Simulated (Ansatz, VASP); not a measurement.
# Two plane-wave programs on Rh

```
Rh
1.0
     2.69235    0.00000    0.00000
    -1.34617    2.33164    0.00000
     0.00000    0.00000    4.39661
Rh
2
Direct
  0.33333 0.66667 0.25000
  0.66667 0.33333 0.75000
```

This isn't the form of Rh at room conditions, which is fcc.

Alike in both runs: task single point; functional PBE; dispersion D3(BJ); k mesh 9 × 9 × 4; occupations gaussian, width 0.1 eV; no spin polarisation.

|  | VASP | Ansatz |
| --- | --- | --- |
| version | VASP 6.6.1 | Ansatz 0.2.0 |
| potentials or method | VASP PAW PBE potentials, release 64 (Rh_pv) | scalar-relativistic, plane waves, PAW |
| plane-wave cutoff (eV) | 520 | 420 |
| valence electrons in the cell | 30 | 34 |

```csv
,VASP,Ansatz,Ansatz less VASP
gap on the k mesh at the Fermi level (eV),none,none,-
pressure (GPa),-2.5,-2.6,-0.05
largest component of the traceless stress (GPa),2.34,2.35,+0.013
```

A gap of «none» marks a metal or a gap that the smearing closes. The two sets of potentials don't hold the same shells in valence.

Caveats: pairwise dispersion overbinds metals, which lowers pressure and volume.
